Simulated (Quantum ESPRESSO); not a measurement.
# Ta (Im-3m) in Quantum ESPRESSO: notebook, part 3 of 3

Quantum ESPRESSO 7.5. Earlier steps stand in the parts before.

## Step 5: Phonons, AM05

pw.in reads:

```
&CONTROL
  calculation = 'scf'
  prefix = 'pwscf'
  outdir = './tmp'
  pseudo_dir = './pseudo'
  tprnfor = .true.
  tstress = .true.
  disk_io = 'low'
/
&SYSTEM
  ibrav = 0
  A = 2.86010086
  nat = 1
  ntyp = 1
  ecutwfc = 58
  nbnd = 12
  input_dft = 'XC-000I-000I-120L-135L-000I-000I'
  occupations = 'smearing'
  smearing = 'mv'
  degauss = 0.01469973
/
&ELECTRONS
  conv_thr = 2d-10
  electron_maxstep = 120
  mixing_beta = 0.5
/
ATOMIC_SPECIES
Ta   180.9479 Ta.upf
CELL_PARAMETERS alat
  -0.5773502687    0.5773502687    0.5773502687
   0.5773502687   -0.5773502687    0.5773502687
   0.5773502687    0.5773502687   -0.5773502687
ATOMIC_POSITIONS alat
Ta     0.0000000000    0.0000000000    0.0000000000
K_POINTS automatic
11 11 11 0 0 0
```

relax.in reads:

```
&CONTROL
  calculation = 'vc-relax'
  prefix = 'pwscf'
  outdir = './tmp'
  pseudo_dir = './pseudo'
  tprnfor = .true.
  tstress = .true.
  disk_io = 'low'
  nstep = 40
  forc_conv_thr = 0.0001
  etot_conv_thr = 1d-06
/
&SYSTEM
  ibrav = 0
  A = 2.86010086
  nat = 1
  ntyp = 1
  ecutwfc = 58
  nbnd = 12
  input_dft = 'XC-000I-000I-120L-135L-000I-000I'
  occupations = 'smearing'
  smearing = 'mv'
  degauss = 0.01469973
/
&ELECTRONS
  conv_thr = 2d-10
  electron_maxstep = 120
  mixing_beta = 0.5
/
&IONS
  ion_dynamics = 'bfgs'
/
&CELL
  cell_dynamics = 'bfgs'
  press = 0
  press_conv_thr = 0.2
/
ATOMIC_SPECIES
Ta   180.9479 Ta.upf
CELL_PARAMETERS alat
  -0.5773502687    0.5773502687    0.5773502687
   0.5773502687   -0.5773502687    0.5773502687
   0.5773502687    0.5773502687   -0.5773502687
ATOMIC_POSITIONS alat
Ta     0.0000000000    0.0000000000    0.0000000000
K_POINTS automatic
11 11 11 0 0 0
```

scf2.in reads:

```
&CONTROL
  calculation = 'scf'
  prefix = 'pwscf'
  outdir = './tmp'
  pseudo_dir = './pseudo'
  tprnfor = .true.
  tstress = .true.
  disk_io = 'low'
/
&SYSTEM
  ibrav = 0
  A = 2.83992166
  nat = 1
  ntyp = 1
  ecutwfc = 58
  nbnd = 12
  input_dft = 'XC-000I-000I-120L-135L-000I-000I'
  occupations = 'smearing'
  smearing = 'mv'
  degauss = 0.01469973
/
&ELECTRONS
  conv_thr = 1d-13
  electron_maxstep = 120
  mixing_beta = 0.5
  startingpot = 'file'
  startingwfc = 'file'
/
ATOMIC_SPECIES
Ta   180.9479 Ta.upf
CELL_PARAMETERS alat
  -0.5773502685    0.5773502685    0.5773502685
   0.5773502685   -0.5773502685    0.5773502685
   0.5773502685    0.5773502685   -0.5773502685
ATOMIC_POSITIONS alat
Ta     0.0000000000    0.0000000000    0.0000000000
K_POINTS automatic
11 11 11 0 0 0
```

ph.in reads:

```
phonons of Ta
&INPUTPH
  prefix = 'pwscf'
  outdir = './tmp'
  tr2_ph = 1d-18
  fildyn = 'dyn'
  niter_ph = 90
  alpha_mix(1) = 0.4
/
0.4330127019 0.4330127019 0.4330127019
```

Potentials or basis: PseudoDojo 0.4.1 SR PBE standard.

Run with:

```console
$ OMP_NUM_THREADS=1 mpirun -n 4 pw.x -nk 4 -in pw.in > pw.out
$ OMP_NUM_THREADS=1 mpirun -n 4 pw.x -nk 4 -in relax.in > relax.out
$ OMP_NUM_THREADS=1 mpirun -n 4 pw.x -nk 4 -in scf2.in > scf2.out
$ OMP_NUM_THREADS=1 mpirun -n 4 ph.x -nk 4 -in ph.in > ph.out
```

pw.out:

```text
This program is part of the open-source Quantum ESPRESSO suite
     for quantum simulation of materials; please cite
         "P. Giannozzi et al., J. Phys.:Condens. Matter 21 395502 (2009);
         "P. Giannozzi et al., J. Phys.:Condens. Matter 29 465901 (2017);
         "P. Giannozzi et al., J. Chem. Phys. 152 154105 (2020);
     in publications or presentations arising from this work. More details at

     IMPORTANT: XC functional enforced from input :
     Exchange-correlation= XC-000I-000I-120L-135L-000I-000I
                           (   0   0 120 135   0   0   0)
     Any further DFT definition will be discarded
     Please, verify this is what you really want

     Message from routine setup:
     using ibrav=0 with symmetry is DISCOURAGED, use correct ibrav instead

     K-points division:     npool     =       4
     Subspace diagonalization in iterative solution of the eigenvalue problem:
     a serial algorithm will be used

     G-vector sticks info
     --------------------
     sticks:   dense  smooth     PW     G-vecs:    dense   smooth      PW
     Sum         507     507    169                 7155     7155    1409

     Using Slab Decomposition

     bravais-lattice index     =            0
     lattice parameter (alat)  =       5.4048  a.u.
     unit-cell volume          =     121.5399 (a.u.)^3
     number of atoms/cell      =            1
     number of atomic types    =            1
     number of electrons       =        13.00
     number of Kohn-Sham states=           12
     kinetic-energy cutoff     =      58.0000  Ry
     charge density cutoff     =     232.0000  Ry
     scf convergence threshold =      2.0E-10
     mixing beta               =       0.5000
     number of iterations used =            8  plain     mixing
     Exchange-correlation= XC-000I-000I-120L-135L-000I-000I
                           (   0   0 120 135   0   0   0)

     celldm(1)=   5.404807  celldm(2)=   0.000000  celldm(3)=   0.000000
     celldm(4)=   0.000000  celldm(5)=   0.000000  celldm(6)=   0.000000

     crystal axes: (cart. coord. in units of alat)
               a(1) = (  -0.577350   0.577350   0.577350 )
               a(2) = (   0.577350  -0.577350   0.577350 )
               a(3) = (   0.577350   0.577350  -0.577350 )

     reciprocal axes: (cart. coord. in units 2 pi/alat)
               b(1) = (  0.000000  0.866025  0.866025 )
               b(2) = (  0.866025  0.000000  0.866025 )
               b(3) = (  0.866025  0.866025  0.000000 )

     PseudoPot. # 1 for Ta read from file:
     Ta.upf
     Pseudo is Norm-conserving + core correction, Zval = 13.0
     Generated using ONCVPSP code by D. R. Hamann
     Using radial grid of 1450 points,  8 beta functions with:
                l(1) =   0
                l(2) =   0
                l(3) =   1
                l(4) =   1
                l(5) =   2
                l(6) =   2
                l(7) =   3
                l(8) =   3

     atomic species   valence    mass     pseudopotential
     Ta               13.00   180.94790     Ta( 1.00)

     48 Sym. Ops., with inversion, found

   Cartesian axes

     site n.     atom                  positions (alat units)
         1        Ta     tau(   1) = (   0.0000000   0.0000000   0.0000000  )

     number of k points=    56  Marzari-Vanderbilt smearing, width (Ry)=  0.0147
                       cart. coord. in units 2pi/alat
        k(    1) = (   0.0000000   0.0000000   0.0000000), wk =   0.0015026
        k(    2) = (   0.0787296   0.0787296   0.0000000), wk =   0.0180316
        k(    3) = (   0.1574592   0.1574592   0.0000000), wk =   0.0180316
        k(    4) = (   0.2361887   0.2361887   0.0000000), wk =   0.0180316
        k(    5) = (   0.3149183   0.3149183   0.0000000), wk =   0.0180316
        k(    6) = (   0.3936479   0.3936479   0.0000000), wk =   0.0180316
[... 48 lines left out ...]
        k(   55) = (  -0.7872958  -0.0787296  -0.0787296), wk =   0.0120210
        k(   56) = (  -0.0000000  -0.0000000   0.7872958), wk =   0.0090158

     Dense  grid:     7155 G-vectors     FFT dimensions: (  27,  27,  27)

     WARNING: libxc functional with ID  120 depends
      on external parameters: check the user_guide of
      QE if you need to modify them or to check their
      default values.

     WARNING: libxc functional with ID  135 depends
      on external parameters: check the user_guide of
      QE if you need to modify them or to check their
      default values.

     Initial potential from superposition of free atoms

     starting charge      12.9991, renormalised to      13.0000
     Starting wfcs are   10 randomized atomic wfcs +    2 random wfcs

     Self-consistent Calculation

     iteration #  1     ecut=    58.00 Ry     beta= 0.50
     Davidson diagonalization with overlap
     ethr =  1.00E-02,  avg # of iterations =  3.6

     Threshold (ethr) on eigenvalues was too large:
     Diagonalizing with lowered threshold

     Davidson diagonalization with overlap
     ethr =  2.16E-04,  avg # of iterations =  2.1

     total energy              =    -129.85593921 Ry
     estimated scf accuracy    <       0.02935071 Ry

     iteration #  2     ecut=    58.00 Ry     beta= 0.50
     Davidson diagonalization with overlap
     ethr =  2.26E-04,  avg # of iterations =  1.9

     total energy              =    -129.85859925 Ry
     estimated scf accuracy    <       0.00176112 Ry

     iteration #  3     ecut=    58.00 Ry     beta= 0.50
     Davidson diagonalization with overlap
     ethr =  1.35E-05,  avg # of iterations =  2.5

     total energy              =    -129.85883048 Ry
     estimated scf accuracy    <       0.00011263 Ry

     iteration #  4     ecut=    58.00 Ry     beta= 0.50
     Davidson diagonalization with overlap
     ethr =  8.66E-07,  avg # of iterations =  1.9

     total energy              =    -129.85883482 Ry
     estimated scf accuracy    <       0.00000173 Ry

     iteration #  5     ecut=    58.00 Ry     beta= 0.50
     Davidson diagonalization with overlap
     ethr =  1.33E-08,  avg # of iterations =  2.0

     total energy              =    -129.85883537 Ry
     estimated scf accuracy    <       0.00000009 Ry

     iteration #  6     ecut=    58.00 Ry     beta= 0.50
     Davidson diagonalization with overlap
     ethr =  7.27E-10,  avg # of iterations =  2.0

     total energy              =    -129.85883538 Ry
     estimated scf accuracy    <          4.4E-10 Ry

     iteration #  7     ecut=    58.00 Ry     beta= 0.50
     Davidson diagonalization with overlap
     ethr =  3.36E-12,  avg # of iterations =  2.1

     End of self-consistent calculation

          k = 0.0000 0.0000 0.0000 (   935 PWs)   bands (ev):

   -48.5815 -14.5621 -14.5621 -14.5621  10.4046  19.0718  19.0718  19.0718
    22.3421  22.3421  32.8997  32.8997

          k = 0.0787 0.0787 0.0000 (   933 PWs)   bands (ev):

   -48.5723 -14.6647 -14.5938 -14.5627  10.7703  18.8363  18.9903  19.4335
    21.9903  22.3442  33.2181  33.5321

          k = 0.1575 0.1575 0.0000 (   921 PWs)   bands (ev):

   -48.5474 -14.9325 -14.6777 -14.5643  11.7602  18.2673  18.6058  20.4885
    21.6399  22.3993  33.6718  35.4274

          k = 0.2362 0.2362 0.0000 (   905 PWs)   bands (ev):

   -48.5146 -15.2684 -14.7856 -14.5664  12.9958  17.6243  18.1814  21.8471
    22.1372  22.5901  32.8401  34.3879

          k = 0.3149 0.3149 0.0000 (   908 PWs)   bands (ev):

   -48.4844 -15.5638 -14.8828 -14.5685  13.7816  17.1065  18.5968  22.2240
    22.9185  24.1515  31.2445  31.9824

          k = 0.3936 0.3936 0.0000 (   904 PWs)   bands (ev):

   -48.4663 -15.7340 -14.9397 -14.5697  13.9375  16.8243  19.6913  22.2746
    23.2194  25.8884  30.1609  30.3256
[... 186 lines left out ...]
          k =-0.0000-0.2362 0.5511 (   910 PWs)   bands (ev):

   -48.4408 -15.6333 -15.0738 -14.8231  15.0372  17.4019  18.2618  20.2724
    25.1178  25.5592  30.0539  33.7528

          k = 0.0787-0.1575 0.5511 (   907 PWs)   bands (ev):

   -48.4359 -15.5289 -15.1631 -14.8902  15.5660  16.5263  18.6000  20.8052
    23.5522  25.7710  30.7376  33.8133

          k =-0.7873-0.2362-0.2362 (   912 PWs)   bands (ev):

   -48.4279 -15.5825 -15.2057 -14.8872  15.5015  16.7801  18.2516  20.8143
    24.5980  27.3929  28.9501  32.3890

          k =-0.7086-0.1575-0.2362 (   908 PWs)   bands (ev):

   -48.4230 -15.4966 -15.3377 -14.8957  16.0905  16.1744  17.9128  22.2018
    23.4051  28.0769  28.9906  31.5494

          k =-0.0000 0.0000 0.4724 (   908 PWs)   bands (ev):

   -48.4575 -15.2603 -15.0303 -15.0303  15.0449  16.8973  19.8744  19.8744
    21.9607  23.2261  33.0231  36.7482

          k = 0.0000-0.0787 0.5511 (   906 PWs)   bands (ev):

   -48.4317 -15.4142 -15.1365 -15.0670  15.5525  16.1419  20.0491  20.4174
    23.4790  23.6421  32.8044  34.4106

          k =-0.0000-0.1575 0.6298 (   905 PWs)   bands (ev):

   -48.4163 -15.5354 -15.1985 -15.0555  15.4164  16.0870  19.9497  20.3029
    25.2657  25.7316  29.9354  32.2161

          k = 0.0787-0.0787 0.6298 (   901 PWs)   bands (ev):

   -48.4121 -15.4637 -15.2713 -15.0972  15.5707  15.6316  19.8977  21.7554
    23.7182  25.7337  30.7512  32.1594

          k =-0.7873-0.1575-0.1575 (   906 PWs)   bands (ev):

   -48.4047 -15.4826 -15.3352 -15.0929  15.3715  15.6175  19.7103  22.2674
    24.4539  27.9284  28.5575  30.5576

          k = 0.0000 0.0000 0.6298 (   896 PWs)   bands (ev):

   -48.4080 -15.3779 -15.2463 -15.2463  15.3890  15.4276  21.5899  21.5899
    23.7094  23.8724  32.3186  32.3186

          k =-0.0000-0.0787 0.7086 (   896 PWs)   bands (ev):

   -48.3938 -15.4441 -15.3105 -15.2616  15.0018  15.1486  22.0697  22.0903
    25.0206  25.8994  29.4808  30.2734

          k =-0.7873-0.0787-0.0787 (   889 PWs)   bands (ev):

   -48.3870 -15.4051 -15.4051 -15.2730  14.8669  14.8669  22.0498  24.2594
    24.2594  28.1297  28.1297  28.2868

          k =-0.0000-0.0000 0.7873 (   880 PWs)   bands (ev):

   -48.3804 -15.3941 -15.3760 -15.3760  14.6081  14.6516  24.1797  24.1797
    25.0155  26.3271  28.1642  28.1642

     the Fermi energy is    18.3153 ev

!    total energy              =    -129.85883538 Ry
     estimated scf accuracy    <          3.4E-11 Ry
     smearing contrib. (-TS)   =       0.00052742 Ry
     internal energy E=F+TS    =    -129.85936280 Ry

     The total energy is F=E-TS. E is the sum of the following terms:
     one-electron contribution =     -16.63085104 Ry
     hartree contribution      =      14.56131680 Ry
     xc contribution           =     -29.24200509 Ry
     ewald contribution        =     -98.54782347 Ry

     convergence has been achieved in   7 iterations

     Forces acting on atoms (cartesian axes, Ry/au):

     atom    1 type  1   force =     0.00000000    0.00000000    0.00000000

     Total force =     0.000000     Total SCF correction =     0.000000

     Computing stress (Cartesian axis) and pressure

          total   stress  (Ry/bohr**3)                   (kbar)     P=      -43.00
  -0.00029230  -0.00000000  -0.00000000          -43.00       -0.00       -0.00
  -0.00000000  -0.00029230  -0.00000000           -0.00      -43.00       -0.00
  -0.00000000  -0.00000000  -0.00029230           -0.00       -0.00      -43.00

=------------------------------------------------------------------------------=
   JOB DONE.
=------------------------------------------------------------------------------=
```

Run time: 35 s. Hardware: 4 MPI ranks of Arm Neoverse V1, shared host; peak memory 0.36 GiB.

Results:

```yaml
Free_energy: -1766.8246 eV
Relaxed_volume: 17.63 Å³/atom
Relaxed_cell: a = 2.840 Å, b = 2.840 Å, c = 2.840 Å, α = 109.47°, β = 109.47°, γ = 109.47°
Space_group_after_relaxing_to_0.05_Å: Im-3m (No. 229)
Pressure_after_relaxing: 0.0 GPa
Band_gap_on_the_k_mesh: none (metal or under the smearing width)
Highest_phonon_frequency_at_the_q_point_run: 121 cm⁻¹
```

Step by step:
```
step  energy change (eV)  largest force (eV/Å)  pressure (GPa)  volume (Å³)
   1              0.0000                0.0000           -4.30        18.01
   2             -0.0052                0.0000            0.16        17.62
   3             -0.0052                0.0000           -0.01        17.63
```

Final structure:
```
Ta
1.0
    -1.63963    1.63963    1.63963
     1.63963   -1.63963    1.63963
     1.63963    1.63963   -1.63963
Ta
1
Direct
  0.00000 0.00000 0.00000
```

Levels at points of the mesh, in eV from the Fermi level:
```
           k point  band 3  band 4  band 5  band 6  band 7  band 8  band 9  band 10
(0.00, 0.00, 0.00)  -32.79  -32.79   -7.99    0.76    0.76    0.76    4.10     4.10
```

Phonon frequencies in cm⁻¹ (negative: imaginary):
| q point | frequencies |
| --- | --- |
| (0.250, 0.250, 0.250) | 121 121 121 |

Phonon modes at q = (0.250, 0.250, 0.250) in reciprocal lattice units:
```csv
mode,symmetry,cm⁻¹
1,T_2,121
2,T_2,121
3,T_2,121
```

Caveat: the potentials were made for another functional, which shifts forces and pressure; the q point doesn't lie on the k mesh, which can shift a metal's frequencies strongly unless the mesh is converged.

## Step 6: Overview

| level | potentials or basis | gap on the mesh (eV) | pressure (GPa) |
| --- | --- | --- | --- |
| PBEsol | PseudoDojo 0.4.1 SR PBEsol standard | none | 0.0 |
| RPBE | PseudoDojo 0.4.1 SR PBE standard | none | 0.0 |
| PW91 | PseudoDojo 0.4.1 SR PBE standard | none | 0.0 |
| AM05 | PseudoDojo 0.4.1 SR PBE standard | none | 0.0 |

Alike in all rows: task phonons; no spin polarisation; cell relaxed; k mesh 11 × 11 × 11; cutoff (eV) 789; smearing cold 0.2 eV.

Caveats: the q point doesn't lie on the k mesh, which can shift a metal's frequencies strongly unless the mesh is converged; the potentials were made for another functional, which shifts forces and pressure (some runs).

Total energies depend on the potentials used, so only differences within one code and one set of settings carry meaning.
